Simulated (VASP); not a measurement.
In CsCl (CsCl type) the Cs atom of the primitive cell, with all its periodic images, is moved by 0.06 Å along [111].

```
Cs Cl
1.0
     4.20000    0.00000    0.00000
     0.00000    4.20000    0.00000
     0.00000    0.00000    4.20000
Cs Cl
1 1
Direct
  0.00825 0.00825 0.00825
  0.50000 0.50000 0.50000
```

These are results of VASP 6.6.1, PBE, plane waves, standard recommended PAW potentials, not measurements.

Cutoff 341 eV; orbitals from an earlier step on the same cell; potentials Cs_sv Cl; PREC = Accurate; k-mesh 4×4×4 Γ-centred; Fermi–Dirac smearing of 0.05 eV; no spin polarisation; no spin–orbit coupling.

**Question.** What force results?

**Answer.** The force on it along the displacement is -0.0362 eV/Å, a force constant of 0.60 eV/Å².

```csv
atom,Fx (eV/Å),Fy (eV/Å),Fz (eV/Å)
Cs1,-0.0209,-0.0209,-0.0209
Cl2,0.0209,0.0209,0.0209
```
